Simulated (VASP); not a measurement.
Here is a VASP 6.6.1 calculation.

File INCAR:

```
ALGO     = Fast           # electronic algorithm
DIPOL    = 0.5 0.5 0.500
EDIFF    = 1E-7           # SCF threshold, eV
EDIFFG   = -0.02          # ionic threshold
ENCUT    = 520            # plane-wave cutoff, eV
GGA      = PE             # functional
IBRION   = 2              # ionic algorithm
IDIPOL   = 3            
ISIF     = 2              # what is computed and relaxed
ISMEAR   = 1              # smearing method
IVDW     = 12             # dispersion correction
KPAR     = 2            
LASPH    = True           # aspherical terms in the spheres
LCHARG   = False          # write CHGCAR
LDIPOL   = True         
LREAL    = False          # projectors in reciprocal space
LWAVE    = False          # write WAVECAR
NELM     = 120            # most SCF steps
NSW      = 90             # ionic steps
PREC     = Accurate       # precision mode
SIGMA    = 0.1            # smearing width, eV
```

Contents of KPOINTS:

```
k-points
0
Gamma
  12 12 1
```

The input POSCAR:

```
Mg
1.0
    3.1343704200      0.0000000000      0.0000000000
   -1.5671852100      2.7144444300      0.0000000000
    0.0000000000      0.0000000000     21.9859595600
Mg
3
Selective dynamics
Direct
    0.6666670000      0.3333330000      0.3843361900  F F F
    0.3333330000      0.6666670000      0.5000000000  T T T
    0.6666670000      0.3333330000      0.6156638100  T T T
```

Potentials or basis: VASP PAW PBE potentials, release 64 (Mg).

The run is started by

```bash
$ cat potpaw_PBE.64/Mg/POTCAR > POTCAR
$ mpirun -np 2 vasp_std > vasp.out
```

**Question.** Estimate the band gap on the k mesh.

**Answer.** None (metal or under the smearing width).

**Question.** Estimate the energy gained by relaxing.

**Answer.** 3.7 meV/atom.

Final structure:
```
CELL_PARAMETERS angstrom
3.13437 0.00000 0.00000
-1.56719 2.71444 0.00000
0.00000 0.00000 21.98596
ATOMIC_POSITIONS crystal
Mg 0.66667 0.33333 0.38434
Mg 0.33333 0.66667 0.50457
Mg 0.66667 0.33333 0.62498
```
